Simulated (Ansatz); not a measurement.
# HfS2: short molecular dynamics of a 12-atom cell

How do the atoms of HfS2 (database structure) move when started on their sites? Runs: PBE, 20 steps of 1.5 fs under a Langevin thermostat at 200 K; r2SCAN, 20 steps of 1.5 fs under a Langevin thermostat and barostat at 1000 K. The cell is a 2×2×1 supercell of the structure relaxed with r2SCAN+rVV10.

Program: Ansatz 0.2.0. Level of theory: DFT, plane waves, PAW, no spin polarisation. These are calculated values, not measurements.

## (1) The system as given

The cell holds 12 atoms (Hf4S8): a = 7.260 Å, b = 7.260 Å, c = 5.879 Å, α = 90.00°, β = 90.00°, γ = 120.00°.

As a file:

```xyz
12
Lattice="7.2605 0.0000 0.0000 -3.6302 6.2878 0.0000 0.0000 0.0000 5.8787" Properties=species:S:1:pos:R:3 pbc="T T T"
Hf    0.0000    0.0000    0.0000
S     1.8151    1.0480    4.4407
S     0.0000    2.0959    1.4380
Hf   -1.8151    3.1439    0.0000
S     0.0000    4.1918    4.4407
S    -1.8151    5.2398    1.4380
Hf    3.6302    0.0000    0.0000
S     5.4454    1.0480    4.4407
S     3.6302    2.0959    1.4380
Hf    1.8151    3.1439    0.0000
S     3.6302    4.1918    4.4407
S     1.8151    5.2398    1.4380
```

## (2) Run 1: PBE

Input file input.yaml:

```yaml
crystal:
  lattice:
    - [7.2604900856, 0.0, 0.0]
    - [-3.6302450428, 6.287768858, 0.0]
    - [0.0, 0.0, 5.8787063126]
  atoms:
    - { symbol: Hf, position: [0.0, 0.0, 0.0] }
    - { symbol: S, position: [0.3333333333, 0.1666666667, 0.7553800783] }
    - { symbol: S, position: [0.1666666667, 0.3333333333, 0.2446199217] }
    - { symbol: Hf, position: [0.0, 0.5, 0.0] }
    - { symbol: S, position: [0.3333333333, 0.6666666667, 0.7553800783] }
    - { symbol: S, position: [0.1666666667, 0.8333333333, 0.2446199217] }
    - { symbol: Hf, position: [0.5, 0.0, 0.0] }
    - { symbol: S, position: [0.8333333333, 0.1666666667, 0.7553800783] }
    - { symbol: S, position: [0.6666666667, 0.3333333333, 0.2446199217] }
    - { symbol: Hf, position: [0.5, 0.5, 0.0] }
    - { symbol: S, position: [0.8333333333, 0.6666666667, 0.7553800783] }
    - { symbol: S, position: [0.6666666667, 0.8333333333, 0.2446199217] }
kpoints:
  mp_grid: { grid: [3, 3, 2] }
hamiltonian:
  xc: pbe
scf:
  occupations: { method: fermi_dirac, width: 0.02 }
md:
  ensemble: nvt_langevin
  temperature: 200
  timestep: 1.5
  n_steps: 20
  initial_velocities: maxwell_boltzmann
  seed: 5325
```

Run with:

```bash
$ ansatz run input.yaml --threads 4 --pin off --max-ram 5529MiB --backend cpu --events-out ev --progress --plain --runs-dir out
```

What it wrote, shortened:

```text
Warning: md: disabling space-group detection — thermal motion breaks the input geometry's symmetry, so no spatial operation reduces the k-mesh or symmetrises the density; time reversal is kept, so that k and −k are solved as one point where they differ and the mesh holds both, and exact [...]
Warning: RAYON_NUM_THREADS=4 ignored (pool sized by the plan → 4); use --threads N
[...]
Pseudopotentials: kind: paw
Pseudopotential: Hf, paw, valence charge 26, recommended cutoff 420 eV (normal), Hf.paw.azcp
Pseudopotential: S, paw, valence charge 6, recommended cutoff 420 eV (normal), S.paw.azcp
Functional definition: PBE
[...]
Crystal: 12 atoms, lattice volume = 268.376 Å³
Basis set: ecut = 420 eV, 5263 PW (Γ), exchange–correlation on 100×100×80 points (8 copies of the dense FFT grid, shifted against one another)
Bands: 92, of which v1, the nominal top of the filled ones, is band 76 counted from 1 (75 counted from 0)
Symmetry: 1 space group operations
k-points: 10 of 18 (time reversal used)
[...]
SCF iter   1: F=—  HF=-70120.618144 eV  |F-HF|=—  |Δ(HF+E_count)|=         —  Δρ=1.46e-3  dr2=2.90e-3  ethr=1.77e-3  ⟨swp⟩=6.1  Hψ=3213  notcnv=0  defer=4
[...]
md step     0: t =     0.00 fs  T =   183.3 K  F+E_penalty+E_count = -70120.61776014 eV  E_kin = 0.284372 eV  (8 SCF iters)
[...]
md step     6: t =     9.00 fs  T =   175.2 K  F+E_penalty+E_count = -70120.57639434 eV  E_kin = 0.271802 eV  (5 SCF iters)
[...]
md step     7: t =    10.50 fs  T =   165.1 K  F+E_penalty+E_count = -70120.56310630 eV  E_kin = 0.256153 eV  (5 SCF iters)
[...]
SCF iter   2: F=—  HF=-70120.549186 eV  |F-HF|=—  |Δ(HF+E_count)|=   1.38e-4  Δρ=2.21e-5  dr2=1.26e-6  ethr=4.54e-9  ⟨swp⟩=2.4  Hψ=1518  notcnv=0  defer=65
```

## (3) The output, continued: nvt_langevin at 200 K

The log, continued, shortened:

```text
SCF iter   3: F=—  HF=-70120.549186 eV  |F-HF|=—  |Δ(HF+E_count)|=   2.45e-7  Δρ=5.55e-6  dr2=1.00e-7  ethr=8.30e-10  ⟨swp⟩=2.0  Hψ=1403  notcnv=0  defer=65
[...]
md step     8: t =    12.00 fs  T =   167.2 K  F+E_penalty+E_count = -70120.54918564 eV  E_kin = 0.259320 eV  (5 SCF iters)
[...]
md step    11: t =    16.50 fs  T =   163.1 K  F+E_penalty+E_count = -70120.49982321 eV  E_kin = 0.253036 eV  (5 SCF iters)
[...]
md step    14: t =    21.00 fs  T =   146.8 K  F+E_penalty+E_count = -70120.44719563 eV  E_kin = 0.227688 eV  (5 SCF iters)
[...]
md step    17: t =    25.50 fs  T =   109.7 K  F+E_penalty+E_count = -70120.39893427 eV  E_kin = 0.170227 eV  (5 SCF iters)
[...]
md step    19: t =    28.50 fs  T =    92.3 K  F+E_penalty+E_count = -70120.37769485 eV  E_kin = 0.143190 eV  (5 SCF iters)
[...]
md step    20: t =    30.00 fs  T =    82.3 K  F+E_penalty+E_count = -70120.37058575 eV  E_kin = 0.127683 eV  (6 SCF iters)
SCF converged after 6 iterations
Free energy (F): -70120.370586 eV
[...]
E sigma→0 (E₀):  -70120.370586 eV
Fermi energy:    9.549219 eV
```

## (4) The log goes on: nvt_langevin at 200 K

Output, continued, shortened:

```text
[...]
--- Forces (eV/Å), atoms counted from 1 ---
  atom   1  Hf     0.04783932     0.18184851    -0.14513552
  atom   2  S      0.04823719    -0.17383908     0.78696456
  atom   3  S     -0.50333655     0.36723176    -0.02377517
  atom   4  Hf     0.76582737     0.53933059     0.17324859
  atom   5  S     -0.15569134    -0.25523663     0.60708183
  atom   6  S      0.03739490    -0.52430817    -0.06801138
  atom   7  Hf    -0.37084427    -0.51535373    -0.06448783
  atom   8  S      0.45003453     0.21595823    -0.66205919
[...]
--- MD trajectory: 20 steps, t = 0.0 → 30.0 fs ---
  final state: T = 82.3 K   F+E_penalty+E_count = -70120.37058575 eV   E_kin = 0.127683 eV
```

Wall time 94 s (4 threads of Arm Neoverse V2, shared host); peak memory 0.93 GiB.

## (5) The trajectory

One step in 2; energies are changes from step 0; msd is the mean square displacement from the start, the centre of mass held:

```csv
time (fs),T (K),potential energy change (meV/atom),msd S (Å²),msd Hf (Å²)
0.0,183,0.0,0.000,0.000
3.0,184,0.4,0.000,0.000
6.0,193,1.6,0.000,0.000
9.0,175,3.4,0.001,0.000
12.0,167,5.7,0.002,0.000
15.0,163,8.4,0.003,0.001
18.0,156,11.3,0.004,0.001
21.0,147,14.2,0.004,0.001
24.0,124,17.0,0.005,0.002
27.0,107,19.2,0.006,0.002
30.0,82,20.6,0.007,0.002
```

time (fs), T (K) and a bar:
```
      0.0        183 #######################
      1.5        182 #######################
      3.0        184 #######################
      4.5        212 ##############################
      6.0        193 ##########################
      7.5        179 ######################
      9.0        175 #####################
     10.5        165 ###################
     12.0        167 ####################
     13.5        177 ######################
     15.0        163 ###################
     16.5        163 ###################
     18.0        156 #################
     19.5        157 #################
     21.0        147 ###############
     22.5        137 #############
     24.0        124 ##########
     25.5        110 ######
     27.0        107 ######
     28.5         92 ##
     30.0         82
```

Pair distribution over the second half of the run:

```
r (Å)  g Hf–S
 0.68    0.00
 0.84    0.00
 1.00    0.00
 1.16    0.00
 1.32    0.00
 1.48    0.00
 1.64    0.00
 1.80    0.00
 1.96    0.00
 2.12    0.00
 2.28    0.00
 2.44    5.76
 2.60    9.27
 2.76    0.42
```

First peaks of g(r) (not always the tallest), and, where a minimum follows, the mean number of second-named atoms round a first-named one up to the next minimum:

```
pair  peak (Å)  height  minimum (Å)  neighbours
Hf–S      2.52    11.2            -           -
```

## (6) Positions and forces

Extended XYZ, with forces in eV/Å:

```xyz
12
Lattice="7.260 0.000 0.000 -3.630 6.288 0.000 0.000 0.000 5.879" Properties=species:S:1:pos:R:3:forces:R:3 pbc="T T T" time_fs=3.0 T=184 dE=0.0043
Hf    0.003    0.000    0.004    0.015    0.035   -0.036
S     1.818    1.057    4.431   -0.025   -0.074   -0.017
S     0.009    2.087    1.439   -0.064    0.086    0.085
Hf   -1.820    3.140   -0.003    0.110    0.054    0.026
S     0.004    4.198    4.434   -0.042   -0.019   -0.030
S    -1.819    5.245    1.440    0.045   -0.044    0.078
Hf    3.633    0.000    0.002   -0.041   -0.045   -0.013
S     5.440    1.051    4.446    0.055   -0.012   -0.162
S     3.636    2.101    1.431   -0.030   -0.010    0.187
Hf    1.815    3.143   -0.005   -0.077    0.004    0.047
S     3.622    4.187    4.450    0.086    0.056   -0.210
S     1.818    5.245    1.445   -0.034   -0.031    0.046
12
Lattice="7.260 0.000 0.000 -3.630 6.288 0.000 0.000 0.000 5.879" Properties=species:S:1:pos:R:3:forces:R:3 pbc="T T T" time_fs=7.5 T=179 dE=0.0292
Hf    0.007    0.002    0.010    0.056    0.068   -0.072
S     1.820    1.070    4.414   -0.057   -0.175    0.132
S     0.020    2.076    1.441   -0.141    0.192    0.059
Hf   -1.828    3.134   -0.006    0.260    0.156    0.086
S     0.009    4.206    4.424   -0.096   -0.022    0.098
S    -1.825    5.255    1.445    0.103   -0.113    0.007
Hf    3.637    0.003    0.006   -0.132   -0.123   -0.002
S     5.430    1.053    4.457    0.149   -0.015   -0.281
S     3.644    2.111    1.426   -0.090   -0.053    0.266
Hf    1.814    3.145   -0.012   -0.202   -0.020    0.141
S     3.610    4.175    4.466    0.228    0.193   -0.380
S     1.820    5.256    1.456   -0.078   -0.087   -0.054
12
Lattice="7.260 0.000 0.000 -3.630 6.288 0.000 0.000 0.000 5.879" Properties=species:S:1:pos:R:3:forces:R:3 pbc="T T T" time_fs=12.0 T=167 dE=0.0686
Hf    0.010    0.003    0.015    0.090    0.081   -0.098
S     1.815    1.078    4.399   -0.061   -0.234    0.273
S     0.035    2.068    1.440   -0.250    0.264    0.059
Hf   -1.833    3.128   -0.009    0.359    0.253    0.151
S     0.014    4.215    4.412   -0.149   -0.037    0.224
S    -1.830    5.267    1.447    0.145   -0.206   -0.025
Hf    3.642    0.005    0.010   -0.236   -0.187    0.018
S     5.420    1.051    4.471    0.231    0.011   -0.417
S     3.647    2.121    1.427   -0.104   -0.090    0.286
Hf    1.813    3.148   -0.018   -0.300   -0.066    0.192
S     3.600    4.162    4.476    0.357    0.316   -0.505
S     1.816    5.261    1.469   -0.081   -0.106   -0.159
12
Lattice="7.260 0.000 0.000 -3.630 6.288 0.000 0.000 0.000 5.879" Properties=species:S:1:pos:R:3:forces:R:3 pbc="T T T" time_fs=15.0 T=163 dE=0.1008
Hf    0.014    0.003    0.018    0.094    0.091   -0.115
S     1.810    1.081    4.389   -0.056   -0.248    0.367
S     0.045    2.064    1.439   -0.317    0.305    0.056
Hf   -1.839    3.124   -0.012    0.435    0.324    0.178
S     0.016    4.224    4.404   -0.172   -0.071    0.311
S    -1.834    5.274    1.447    0.169   -0.261   -0.022
Hf    3.644    0.007    0.013   -0.296   -0.250    0.026
S     5.413    1.049    4.480    0.290    0.028   -0.513
S     3.648    2.127    1.426   -0.114   -0.097    0.311
Hf    1.811    3.150   -0.022   -0.370   -0.076    0.195
S     3.597    4.156    4.480    0.410    0.375   -0.559
S     1.812    5.264    1.477   -0.072   -0.121   -0.235
12
Lattice="7.260 0.000 0.000 -3.630 6.288 0.000 0.000 0.000 5.879" Properties=species:S:1:pos:R:3:forces:R:3 pbc="T T T" time_fs=18.0 T=156 dE=0.1354
Hf    0.018    0.003    0.021    0.083    0.110   -0.116
S     1.804    1.083    4.377   -0.048   -0.246    0.464
S     0.053    2.061    1.441   -0.370    0.338    0.027
Hf   -1.845    3.120   -0.015    0.514    0.385    0.199
S     0.016    4.234    4.396   -0.178   -0.114    0.398
S    -1.835    5.281    1.448    0.173   -0.320   -0.025
Hf    3.646    0.009    0.016   -0.334   -0.321    0.028
S     5.408    1.047    4.487    0.340    0.055   -0.592
S     3.646    2.130    1.424   -0.117   -0.086    0.340
Hf    1.810    3.151   -0.026   -0.455   -0.081    0.198
S     3.592    4.153    4.482    0.466    0.416   -0.600
S     1.809    5.267    1.486   -0.073   -0.136   -0.321
12
Lattice="7.260 0.000 0.000 -3.630 6.288 0.000 0.000 0.000 5.879" Properties=species:S:1:pos:R:3:forces:R:3 pbc="T T T" time_fs=22.5 T=137 dE=0.1878
Hf    0.024    0.003    0.024    0.094    0.148   -0.109
S     1.792    1.084    4.358   -0.013   -0.224    0.629
S     0.065    2.061    1.442   -0.452    0.352   -0.009
Hf   -1.853    3.115   -0.019    0.629    0.464    0.214
S     0.014    4.248    4.386   -0.174   -0.172    0.499
S    -1.829    5.292    1.452    0.125   -0.396   -0.059
Hf    3.648    0.011    0.020   -0.383   -0.410    0.013
S     5.403    1.042    4.495    0.402    0.110   -0.658
S     3.645    2.137    1.421   -0.119   -0.081    0.378
Hf    1.809    3.154   -0.030   -0.565   -0.100    0.167
S     3.588    4.150    4.483    0.531    0.462   -0.629
S     1.808    5.271    1.499   -0.075   -0.153   -0.435
12
Lattice="7.260 0.000 0.000 -3.630 6.288 0.000 0.000 0.000 5.879" Properties=species:S:1:pos:R:3:forces:R:3 pbc="T T T" time_fs=27.0 T=107 dE=0.2309
Hf    0.031    0.002    0.027    0.080    0.176   -0.126
S     1.782    1.086    4.344    0.017   -0.199    0.747
S     0.071    2.061    1.441   -0.493    0.369   -0.029
Hf   -1.861    3.108   -0.024    0.721    0.514    0.201
S     0.012    4.261    4.382   -0.168   -0.229    0.557
S    -1.822    5.304    1.456    0.065   -0.484   -0.073
Hf    3.648    0.013    0.025   -0.396   -0.479   -0.023
S     5.399    1.034    4.498    0.448    0.188   -0.684
S     3.642    2.141    1.418   -0.109   -0.055    0.417
Hf    1.809    3.155   -0.033   -0.646   -0.097    0.123
S     3.586    4.147    4.479    0.557    0.486   -0.615
S     1.808    5.278    1.505   -0.074   -0.191   -0.495
12
Lattice="7.260 0.000 0.000 -3.630 6.288 0.000 0.000 0.000 5.879" Properties=species:S:1:pos:R:3:forces:R:3 pbc="T T T" time_fs=30.0 T=82 dE=0.2472
Hf    0.036    0.001    0.030    0.048    0.182   -0.145
S     1.775    1.086    4.339    0.048   -0.174    0.787
S     0.072    2.063    1.439   -0.503    0.367   -0.024
Hf   -1.865    3.103   -0.025    0.766    0.539    0.173
S     0.011    4.267    4.378   -0.156   -0.255    0.607
S    -1.818    5.310    1.458    0.037   -0.524   -0.068
Hf    3.648    0.013    0.028   -0.371   -0.515   -0.064
S     5.399    1.031    4.496    0.450    0.216   -0.662
S     3.640    2.142    1.418   -0.104   -0.031    0.426
Hf    1.810    3.156   -0.033   -0.670   -0.068    0.077
S     3.589    4.147    4.475    0.535    0.484   -0.573
S     1.809    5.283    1.509   -0.080   -0.220   -0.533
```

## (7) Run 2: r2SCAN

input.yaml: that of step 2 with these lines changed.

```diff
@@ -21,8 +21,8 @@
 hamiltonian:
-  xc: pbe
+  xc: r2scan
 scf:
-  occupations: { method: fermi_dirac, width: 0.02 }
+  occupations: { method: fermi_dirac, width: 0.086 }
 md:
-  ensemble: nvt_langevin
-  temperature: 200
+  ensemble: npt_langevin
+  temperature: 1000
   timestep: 1.5
@@ -30,2 +30,2 @@
   initial_velocities: maxwell_boltzmann
-  seed: 5325
+  seed: 3964
```

Run with:

```bash
$ ansatz run input.yaml --threads 4 --pin off --max-ram 5529MiB --backend cpu --events-out ev --progress --plain --runs-dir out
```

What it wrote, shortened:

```text
Warning: md: disabling space-group detection — thermal motion breaks the input geometry's symmetry, so no spatial operation reduces the k-mesh or symmetrises the density; time reversal is kept, so that k and −k are solved as one point where they differ and the mesh holds both, and exact [...]
Warning: RAYON_NUM_THREADS=4 ignored (pool sized by the plan → 4); use --threads N
[...]
[... 1 set-up line as earlier in the session ...]
Pseudopotential: Hf, paw, valence charge 26, recommended cutoff 500 eV (meta_gga), Hf.paw.azcp
Pseudopotential: S, paw, valence charge 6, recommended cutoff 500 eV (meta_gga), S.paw.azcp
Functional definition: r2SCAN
[...]
Crystal: 12 atoms, lattice volume = 268.376 Å³
Basis set: ecut = 500 eV (smoothed over ±3.0 %; plane waves to 520.2 eV, density to 2080.8 eV), 7239 PW (Γ), exchange–correlation on 240×240×180 points (64 copies of the dense FFT grid, shifted against one another)
Bands: 92, of which v1, the nominal top of the filled ones, is band 76 counted from 1 (75 counted from 0)
[... 1 set-up line as earlier in the session ...]
k-points: 10 of 18 (time reversal used)
[...]
SCF iter   1: F=—  HF=-70200.268772 eV  |F-HF|=—  |Δ(HF+E_count)|=         —  Δρ=6.56e-3  dr2=9.22e-2  dr2_τ=2.51e-1  ethr=1.77e-3  ⟨swp⟩=5.8  Hψ=3245  notcnv=0  defer=4
[...]
md step     0: t =     0.00 fs  T =   916.7 K  F+E_penalty+E_count = -70200.33361207 eV  E_kin = 1.421860 eV  conserved = -70199.39366699 eV  P_inst = 1.6431 GPa  V = 268.3764 Å³  selection 1  (9 SCF iters)
[...]
md step     1: t =     1.50 fs  T =   860.7 K  F+E_penalty+E_count = -70200.32605817 eV  E_kin = 1.334995 eV  conserved = -70199.39364595 eV  P_inst = 1.3581 GPa  V = 268.4352 Å³  selection 1  (8 SCF iters)
[...]
SCF iter   1: F=—  HF=-70200.301806 eV  |F-HF|=—  |Δ(HF+E_count)|=         —  Δρ=9.35e-4  dr2=2.71e-3  dr2_τ=1.49e-2  ethr=1.77e-6  ⟨swp⟩=2.5  Hψ=4447  notcnv=0  defer=2
[...]
```

## (8) The log goes on: npt_langevin at 1000 K

The log, continued, shortened:

```text
SCF iter   2: F=—  HF=-70200.306534 eV  |F-HF|=—  |Δ(HF+E_count)|=   4.73e-3  Δρ=4.90e-4  dr2=5.74e-4  dr2_τ=3.03e-5  ethr=1.77e-6  ⟨swp⟩=2.0  Hψ=1674  notcnv=0  defer=2
[...]
md step     2: t =     3.00 fs  T =   870.5 K  F+E_penalty+E_count = -70200.30665010 eV  E_kin = 1.350297 eV  conserved = -70199.39367261 eV  P_inst = 1.0759 GPa  V = 268.6273 Å³  selection 1  (8 SCF iters)
[...]
md step     6: t =     9.00 fs  T =   861.9 K  F+E_penalty+E_count = -70200.11899202 eV  E_kin = 1.336909 eV  conserved = -70199.39345296 eV  P_inst = 0.0628 GPa  V = 269.4370 Å³  selection 1  (6 SCF iters)
[...]
md step    10: t =    15.00 fs  T =   679.7 K  F+E_penalty+E_count = -70199.82253244 eV  E_kin = 1.054269 eV  conserved = -70199.39296914 eV  P_inst = -0.5828 GPa  V = 270.3763 Å³  selection 1  (8 SCF iters)
[...]
  atom   4  Hf    -0.93910667     1.22166225     0.49869757
  atom   5  S     -0.61182047    -1.01153304    -0.34942971
  atom   6  S     -0.27276496    -0.15546352    -0.93960727
  atom   7  Hf     0.51582962     0.17509459     1.57735688
  atom   8  S      1.23545953     0.23014445     0.29093222
[...]
--- Stress (GPa, compression-positive) ---
       -0.325771       0.079513      -1.563395
        0.079514       1.448144       1.029493
       -1.563396       1.029493      -0.986433
  P = ⅓ Tr σ = 0.0453 GPa (0.453 kbar)
--- MD trajectory: 20 steps, t = 0.0 → 30.0 fs ---
  final state: T = 429.0 K   F+E_penalty+E_count = -70199.47155901 eV   E_kin = 0.665398 eV
  conserved energy: peak-to-peak 1.165e-3 eV (9.705e-5 eV/atom) over 30.0 fs
  cell: V = 269.7543 Å³ at the end; means of 21 rows, the approach among them: V = 270.0336 Å³, P_inst = -0.1084 GPa
  mean static stress (GPa): xx -0.4695  yy 0.3195  zz -1.3316  yz 0.6589  xz -0.7251  xy 0.0021
  the result is of one more SCF, on plane waves selected at the last cell: its energy does not rank with the rows'
```

Run time: 4.6 min. Hardware: 4 threads of Arm Neoverse V2, shared host; peak memory 1.6 GiB.

## (9) The trajectory

One step in 2; energies are changes from step 0; msd is the mean square displacement from the start, the centre of mass held:

```
time (fs)  T (K)  potential energy change (meV/atom)  conserved energy change (meV/atom)  volume (Å³/atom)  pressure (GPa)  msd S (Å²)  msd Hf (Å²)
      0.0    917                                 0.0                                0.00             22.36             1.6       0.000        0.000
      3.0    871                                 2.2                                0.00             22.39             1.1       0.001        0.000
      6.0    871                                 8.5                                0.01             22.42             0.5       0.002        0.000
      9.0    862                                17.9                                0.02             22.45             0.1       0.005        0.001
     12.0    799                                29.9                                0.03             22.50            -0.3       0.008        0.002
     15.0    680                                42.6                                0.06             22.53            -0.6       0.012        0.003
     18.0    414                                53.8                                0.09             22.57            -0.9       0.015        0.004
     21.0    406                                62.6                                0.09             22.62            -1.1       0.018        0.005
     24.0    381                                69.0                                0.09             22.61            -0.9       0.020        0.006
     27.0    340                                72.7                                0.09             22.56            -0.4       0.021        0.008
     30.0    429                                71.8                                0.06             22.48             0.3       0.021        0.009
```

time (fs), T (K) and a bar:
```
      0.0        917 ##############################
      1.5        861 ###########################
      3.0        871 ############################
      4.5        893 #############################
      6.0        871 ############################
      7.5        844 ##########################
      9.0        862 ###########################
     10.5        868 ############################
     12.0        799 ########################
     13.5        726 ####################
     15.0        680 ##################
     16.5        526 ##########
     18.0        414 ####
     19.5        416 #####
     21.0        406 ####
     22.5        380 ###
     24.0        381 ###
     25.5        368 ##
     27.0        340 #
     28.5        328 
     30.0        429 #####
```

Pair distribution over the second half of the run:

```csv
r (Å),g Hf–S
0.68,0.00
0.84,0.00
1.00,0.00
1.16,0.00
1.32,0.00
1.48,0.00
1.64,0.00
1.80,0.00
1.96,0.00
2.12,0.00
2.28,0.17
2.44,4.71
2.60,8.30
2.76,2.11
```

First peaks of g(r) (not always the tallest), and, where a minimum follows, the mean number of second-named atoms round a first-named one up to the next minimum:

| pair | peak (Å) | height | minimum (Å) | neighbours |
| --- | --- | --- | --- | --- |
| Hf–S | 2.52 | 8.6 | - | - |

(Part 1 of 2 ends here.)
